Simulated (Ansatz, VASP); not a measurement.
## Two plane-wave programs on Sb

```
Sb
1.0
     4.06850    0.00000    0.00000
    -2.03425    3.52342    0.00000
     0.00000    0.00000   20.53000
Sb
2
Direct
  0.33333 0.66667 0.55100
  0.66667 0.33333 0.63175
```

Alike in both runs: task single point; functional PBE; dispersion D3(BJ); k mesh 12 × 12 × 1; occupations gaussian, width 0.04 eV; no spin polarisation.

```csv
,VASP,Ansatz
version,VASP 6.6.1,Ansatz 0.2.0
potentials or method,"VASP PAW PBE potentials, release 64 (Sb)","scalar-relativistic, plane waves, PAW"
plane-wave cutoff (eV),520,420
valence electrons in the cell,10,30
```

Ansatz gave:

| Quantity | Value |
| --- | --- |
| gap on the k mesh at the Fermi level (eV) | 1.16 |
| least direct gap on the mesh (eV) | 1.66 |
| rms of the force components (eV/Å) | 0.040 |

Q: Estimate VASP's values.

A: gap on the k mesh at the Fermi level (eV): 1.16; least direct gap on the mesh (eV): 1.63; rms of the force components (eV/Å): 0.009.

Atom by atom the forces differ by 0.049 eV/Å (rms over components). The two sets of potentials don't hold the same shells in valence.

Caveats: spin-orbit coupling is left out, which moves the levels of the heavy elements.
